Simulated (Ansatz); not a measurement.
# MoS2 (R3m) in Ansatz: reference runs

Aim: a first look at MoS2 with PBEsol, on the cell as given and on a disturbed one.

All numbers are computed with Ansatz 0.2.0; they aren't measurements. Logs are shortened: lines on timing, memory, paths and dates and some standing lists are left out, and cuts for length are marked.

## Step 1: The crystal as given

Symmetry: R3m, No. 160, trigonal system. The conventional cell has a = 3.160 Å, b = 3.160 Å, c = 18.450 Å, α = 90.00°, β = 90.00°, γ = 120.00°. Around Mo (site symmetry 3m) lie 6 S at 2.39 Å. S (site symmetry 3m) has 3 Mo at 2.39 Å as nearest neighbours. Around S (site symmetry 3m) lie 3 Mo at 2.39 Å.

Measurements of this composition are mostly on another form, of space group No. 194.

## Step 2: Single point, PBEsol

Contents of input.yaml:

```yaml
crystal:
  lattice:
    - [1.58, 0.9122134253, 6.15]
    - [-1.58, 0.9122134253, 6.15]
    - [0.0, -1.8244268506, 6.15]
  atoms:
    - { symbol: Mo, position: [0.0, 0.0, 0.0] }
    - { symbol: S, position: [0.417, 0.417, 0.417] }
    - { symbol: S, position: [0.25, 0.25, 0.25] }
hamiltonian:
  xc: pbesol
  pseudopotentials: { kind: paw }
kpoints:
  mp_grid: { grid: [10, 10, 10] }
scf:
  occupations: { method: fermi_dirac, width: 0.05 }
output:
  forces: true
  stress: true
  eigenvalues: true
  write_density: true
  write_potential: true
  elf: true
  volumetric_format: npy
```

Potentials or basis: Ansatz PAW.

On the command line:

```sh
> ansatz run input.yaml --threads 2 --pin off --max-ram 5632MiB --backend cpu --events-out ev --progress --plain --runs-dir out
```

The log of the run:

```text
Warning: RAYON_NUM_THREADS=2 ignored (pool sized by the plan → 2); use --threads N
basis.fft_grid_basis auto: the FFT boxes are laid along the combinations [[1, -1, 0], [0, 1, 0], [0, -1, 1]] of the cell's own vectors, 3.160, 6.415 and 3.160 Å long. The dense box has 24×45×24 points. Along the cell's own vectors, as sized, it would have 45×45×45, 3.52 times as many. Of the 6 symmetry operations that the crystal satisfies within crystal.symmetry.tolerance (time reversal apart; of a slab, those that keep its plane) the dense box along the cell's own vectors carries 6, and the one as laid loses 4 of those. basis.fft_grid_basis: typed keeps the cell's own vectors: state it where this run's energies or levels are differenced outside the engine with another run's, or held beside a run that keeps those vectors. Those combinations have planes normal to reciprocal vector 3, as the cell's own vectors have. Each planar average written beside output.write_density, output.write_potential has a row for each plane of the box: 24. The volumetric files lie along those combinations, not along the cell's own vectors: a cube or XSF file states them, and fields.json those of NumPy files.
Engine: ansatz 0.2.0, aarch64-unknown-linux-gnu
Pseudopotentials: kind: paw
Pseudopotential: Mo, paw, valence charge 14, recommended cutoff 420 eV (normal), Mo.paw.azcp
Pseudopotential: S, paw, valence charge 6, recommended cutoff 420 eV (normal), S.paw.azcp
Functional definition: PBEsol
  exchange = pbesol_x
  correlation = pbesol_c
Crystal: 3 atoms, lattice volume = 53.184 Å³
Basis set: ecut = 420 eV, 1011 PW (Γ), FFT grids on a1−a2, a2, −a2+a3, exchange–correlation on 48×90×48 points (8 copies of the dense FFT grid, shifted against one another)
Bands: 17, of which v1, the nominal top of the filled ones, is band 13 counted from 1 (12 counted from 0)
Symmetry: 6 space group operations
Space group: R3m (ITA 160), of the structure as read, at distance tolerance 3.8e-5 Å
k-points: 116 of 1000 (time reversal used)
Non-local potential: Mo, projectors of the file, l = 0: 3, l = 1: 2, l = 2: 2, l = 3: 1
Non-local potential: S, projectors of the file, l = 0: 2, l = 1: 2, l = 2: 2
PAW form: soft (Blöchl's): semilocal exchange-correlation on the pseudo side does not see the compensation charge
PAW frozen core: Mo, regenerated for the run's functional, and the local potential with it (the file was generated under x = pbe(κ = 0.804, μ = 0.2195149727645171), c = pbe(β = 0.06672455060314922))
PAW frozen core: S, regenerated for the run's functional, and the local potential with it (the file was generated under x = pbe(κ = 0.804, μ = 0.2195149727645171), c = pbe(β = 0.06672455060314922))
PAW one-centre angular grid: Mo, 590 points (default); XC on 64 Gauss nodes
PAW one-centre angular grid: S, 110 points (default); XC on 64 Gauss nodes
Initial density: superposition of atomic densities (neutral atoms: chi_scale 0, normalization atom), corrected by the library's trained network
Initial wavefunctions: pseudopotential atomic-orbital guess
Functional: x = pbesol(κ = 0.804, μ = 0.12345679012345678), c = pbesol(β = 0.046)
SCF iter   1: F=—  HF=-6670.159580 eV  |F-HF|=—  |Δ(HF+E_count)|=         —  Δρ=6.68e-3  dr2=1.62e-2  ethr=1.77e-3  ⟨swp⟩=5.9  Hψ=10932  notcnv=0
preconditioner: auto → none  [insulator: Δε(μ)=0.905 eV  Ē_g=8.227 eV  σ=0.050 eV  W_gap=1.00  n_scr=16 (ndim 8)  ℏωp=21.6 eV  f_vac=0.016  D(μ)=0.00/eV (n_scr^D=0)  ε∞_Penn≈7.9]
SCF iter   2: F=—  HF=-6670.164843 eV  |F-HF|=—  |Δ(HF+E_count)|=   5.26e-3  Δρ=5.27e-3  dr2=3.18e-2  ethr=6.24e-5  ⟨swp⟩=2.1  Hψ=4190  notcnv=0
SCF iter   3: F=—  HF=-6670.162705 eV  |F-HF|=—  |Δ(HF+E_count)|=   2.14e-3  Δρ=3.46e-3  dr2=1.26e-2  ethr=6.24e-5  ⟨swp⟩=2.0  Hψ=3230  notcnv=0
SCF iter   4: F=—  HF=-6670.161867 eV  |F-HF|=—  |Δ(HF+E_count)|=   8.38e-4  Δρ=1.57e-3  dr2=1.82e-3  ethr=4.86e-5  ⟨swp⟩=1.0  Hψ=1972  notcnv=0
SCF iter   5: F=—  HF=-6670.161865 eV  |F-HF|=—  |Δ(HF+E_count)|=   2.34e-6  Δρ=4.24e-4  dr2=1.51e-4  ethr=7.01e-6  ⟨swp⟩=1.6  Hψ=2099  notcnv=0
SCF iter   6: F=—  HF=-6670.161867 eV  |F-HF|=—  |Δ(HF+E_count)|=   2.27e-6  Δρ=1.03e-4  dr2=6.49e-6  ethr=5.81e-7  ⟨swp⟩=2.0  Hψ=2624  notcnv=0
SCF iter   7: F=—  HF=-6670.161865 eV  |F-HF|=—  |Δ(HF+E_count)|=   1.53e-6  Δρ=3.02e-5  dr2=2.33e-7  ethr=2.50e-8  ⟨swp⟩=2.1  Hψ=2844  notcnv=0
SCF iter   8: F=-6670.161866 eV  HF=-6670.161866 eV  |F-HF|=6.48e-9  |Δ(HF+E_count)|=   2.15e-7  Δρ=4.58e-6  dr2=7.10e-9  ethr=3.85e-10  ⟨swp⟩=10.0  Hψ=14772  notcnv=0
SCF 1 converged in 8 iterations: F = -6670.161866 eV  dr2 = 7.10e-9
SCF converged after 8 iterations
Free energy (F): -6670.161866 eV
Harris-Foulkes:  -6670.161866 eV  (|F-HF|=6.48e-9)
Internal energy: -6670.161864 eV  (E = F + TS)
E sigma→0 (E₀):  -6670.161865 eV
Entropy (-TS):   -0.000001 eV (-0.000 meV/atom)
Fermi energy:    11.413606 eV
--- Per-component energies (eV) ---
  E_band       = -156.110099
  E_kinetic    = 656.854640
  E_local      = -1990.381956  (includes V_loc(G=0)·N_el)
  E_nonlocal   = 201.482340
  E_hartree    = 767.783799
  E_xc         = -375.889217
  E_vxc        = -404.859183  (∫ρ·V_xc dr)
  E_paw        = -4311.942101  (= ΣΔE_a)
  E_vpaw       = -154.771764  (= ΣTr[D̂ρ^β])
  E_aug_tail   = 0.000032  (compensation charges beyond the density's cutoff)
  E_ewald      = -1618.402598
  E_core_change = 0.333198  (= ΣΔE_core)
  E_smearing   = -0.000001  (= −TS)
  E_closure    = 0.000000  (closes the sum)
  Σ components = -6670.161866   (vs F -6670.161866, Δ=0.00e0)
--- Forces (eV/Å), atoms counted from 1 ---
  atom   1  Mo     0.00000000    -0.00000000     0.08576727
  atom   2  S      0.00000000     0.00000000     0.17367669
  atom   3  S     -0.00000000    -0.00000000    -0.25947421
  max |Σ_I F_I| component: 3.02e-5 eV/Å
--- Stress (GPa, compression-positive) ---
       -0.649206       0.000000      -0.000000
        0.000000      -0.649206       0.000000
       -0.000000       0.000000       2.323540
  P = ⅓ Tr σ = 0.3417 GPa (3.417 kbar)
--- Band table (eV; the first three rows and the last of 116) ---
  k-point 0: bands = ["-50.4798", "-24.6790", "-24.4392", "-24.4392", "-4.1284", "-2.3816", "3.9409", "7.5094", "7.5094", "8.6550", "8.6550", "9.7420", "9.8031", "13.0200", "13.0200", "13.4599", "13.4599"]
  k-point 1: bands = ["-50.4758", "-24.6710", "-24.4797", "-24.4484", "-3.9713", "-2.3346", "4.1210", "7.1861", "7.6726", "8.1326", "8.4152", "9.7216", "9.9971", "12.9135", "12.9855", "13.2421", "13.3309"]
  k-point 2: bands = ["-50.4653", "-24.6500", "-24.5845", "-24.4722", "-3.5342", "-2.2037", "4.5419", "6.5217", "7.2412", "7.8963", "8.1180", "9.5481", "9.7316", "12.2925", "12.9372", "13.2465", "13.8060"]
  k-point 115: bands = ["-50.4798", "-24.6791", "-24.4392", "-24.4392", "-3.8801", "-2.8069", "4.9397", "7.4591", "7.4955", "7.4955", "8.6821", "8.6821", "11.0128", "13.1168", "13.1168", "13.3246", "13.3246"]
```

It took 9.6 s on 2 threads of Arm Neoverse V1, shared host; peak memory 0.41 GiB.

What came out:

| Item | Value |
| --- | --- |
| Free energy | -6670.1619 eV |
| Pressure | 0.3 GPa |
| Largest force | 0.259 eV/Å |
| Band gap on the k mesh | 0.91 eV, indirect (least direct gap 1.96 eV) |

Forces in eV/Å, atoms in the order of the input:
```
Mo   0.000  0.000  0.086
S    0.000  0.000  0.174
S    0.000  0.000 -0.259
```

Levels at points of the mesh, in eV from the valence-band top:
| k point | band 11 | band 12 | band 13 | band 14 | band 15 | band 16 |
| --- | --- | --- | --- | --- | --- | --- |
| (0.00, 0.00, 0.00) | -2.36 | -1.27 | -1.21 | 2.01 | 2.01 | 2.45 |
| (0.00, 0.00, -0.50) | -2.36 | -1.68 | -1.53 | 1.56 | 1.99 | 3.41 |
| (0.00, -0.50, -0.50) | -2.93 | -1.86 | -1.36 | 1.51 | 2.11 | 2.94 |
| (-0.50, -0.50, -0.50) | -2.33 | -2.33 | 0.00 | 2.10 | 2.10 | 2.31 |

Caveat: the PAW data sets come from PBE, with cores solved anew for the run's functional, which leaves a small shift of forces and pressure.

## Step 3: Single point, PBEsol (atoms moved at random, drawn with an rms of 0.05 Å)

Contents of input.yaml:

```yaml
crystal:
  lattice:
    - [1.58, 0.9122134253, 6.15]
    - [-1.58, 0.9122134253, 6.15]
    - [0.0, -1.8244268506, 6.15]
  atoms:
    - { symbol: Mo, position: [0.001086, -0.005346, 0.002286] }
    - { symbol: S, position: [0.393819, 0.431755, 0.433589] }
    - { symbol: S, position: [0.241998, 0.243943, 0.260312] }
hamiltonian:
  xc: pbesol
  pseudopotentials: { kind: paw }
kpoints:
  mp_grid: { grid: [10, 10, 10] }
scf:
  occupations: { method: fermi_dirac, width: 0.05 }
output:
  forces: true
  stress: true
  eigenvalues: true
```

Potentials or basis: Ansatz PAW.

On the command line:

```sh
> ansatz run input.yaml --threads 2 --pin off --max-ram 5632MiB --backend cpu --events-out ev --progress --plain --runs-dir out
```

Run time: 27 s. Hardware: 2 threads of Arm Neoverse V1, shared host; peak memory 0.7 GiB.

Results (log left out):

```
Free energy            : -6670.1109 eV
Pressure               : -3.0 GPa
Largest force          : 1.193 eV/Å
Band gap on the k mesh : 0.85 eV, indirect (least direct gap 1.90 eV)
```

Forces on the atoms (eV/Å):
```
Mo  -0.767 -0.504  0.763
S    0.605  0.250 -0.819
S    0.161  0.254  0.056
```

Stress tensor (GPa, compression positive):
```
-3.10 -0.66  2.06
-0.66 -2.18  0.02
 2.06  0.02 -3.68
```

Levels at points of the mesh, in eV from the valence-band top:
```tsv
k point	band 11	band 12	band 13	band 14	band 15	band 16
(0.00, 0.00, 0.00)	-1.89	-1.36	-1.05	1.80	2.25	2.40
(0.00, 0.00, -0.50)	-2.38	-1.63	-1.29	1.66	2.05	3.20
(0.00, -0.50, 0.00)	-2.41	-1.63	-1.27	1.67	2.06	3.18
(0.00, -0.50, -0.50)	-2.90	-1.70	-1.15	1.68	2.15	2.81
(-0.50, 0.00, 0.00)	-2.19	-1.48	-1.38	1.73	2.04	3.31
(-0.50, 0.00, -0.50)	-2.96	-1.70	-1.22	1.62	2.17	3.02
(-0.50, -0.50, 0.00)	-2.99	-1.70	-1.23	1.62	2.17	3.01
(-0.50, -0.50, -0.50)	-2.27	-1.84	0.00	1.90	2.17	2.40
```

Caveat: the PAW data sets come from PBE, with cores solved anew for the run's functional, which leaves a small shift of forces and pressure.
